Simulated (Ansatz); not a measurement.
Runs of Ansatz 0.2.0 on BP. It takes space group F-43m (No. 216, cubic). The conventional cell has a = 4.538 Å, b = 4.538 Å, c = 4.538 Å, α = 90.00°, β = 90.00°, γ = 90.00°. P (site symmetry -43m) is surrounded by 4 B at 1.97 Å. B (site symmetry -43m) is surrounded by 4 P at 1.97 Å. 

| task | level | cell | k mesh | cutoff (eV) | smearing | basis error allowed | gap on the mesh (eV) | pressure (GPa) | relaxed volume (Å³/atom) |
| --- | --- | --- | --- | --- | --- | --- | --- | --- | --- |
| band structure | LDA | as given | 10 × 10 × 10 | 283 | fermi-dirac 0.05 eV | 0.001 eV/atom | 1.19 | (b) | - |
| single point | PBE | as given | 10 × 10 × 10 | 281 | gaussian 0.016 eV | 0.001 eV/atom | 1.25 | 1.1 | - |
| single point | PBE | as given | 10 × 10 × 10 | 281 | gaussian 0.021 eV | 0.001 eV/atom | 1.25 | 1.1 | - |
| band structure | PBEsol | as given | 10 × 10 × 10 | 281 | fermi-dirac 0.05 eV | 0.001 eV/atom | 1.14 | -2.0 | - |
| relaxation of cell and atoms | RPBE+D4 | relaxed | 10 × 10 × 10 | - | fermi-dirac 0.05 eV | 0.001 eV/atom | 1.19 | 0.0 | 11.10 |
| single point | PBE | as given | 7 × 7 × 7 | 238 | fermi-dirac 0.04 eV | 0.003 eV/atom | 1.25 | 1.2 | - |
| single point | PBE | as given | 6 × 6 × 6 | 253 | fermi-dirac 0.04 eV | 0.002 eV/atom | (c) | 1.2 | - |
| relaxation of cell and atoms | revPBE+D3(BJ) | relaxed | 10 × 10 × 10 | - | fermi-dirac 0.05 eV | 0.001 eV/atom | 1.21 | 0.0 | 11.27 |
| relaxation of cell and atoms | PBEsol+D3(BJ) | relaxed | 10 × 10 × 10 | - | fermi-dirac 0.05 eV | 0.001 eV/atom | 1.09 | 0.0 | 11.30 |
| phonons | PBE | as given | 10 × 10 × 10 | 272 | fermi-dirac 0.05 eV | 0.002 eV/atom | 1.25 | - | - |
| elastic constants | PBE | as given | 7 × 7 × 7 | 301 | fermi-dirac 0.05 eV | 0.001 eV/atom | 1.25 | 1.1 | - |
| relaxation of cell and atoms | PBE+D3(BJ) | relaxed | 10 × 10 × 10 | - | fermi-dirac 0.05 eV | 0.001 eV/atom | 1.22 | 0.0 | (a) |

Alike in all rows: potentials or basis all-electron LAPW, scalar-relativistic; no spin polarisation.

Problem. Estimate the missing entries.

Solution. (a) 11.44; (b) -5.2; (c) 1.34.

Caveats: an odd mesh through Γ misses points on the zone boundary, where band edges often lie (some runs).
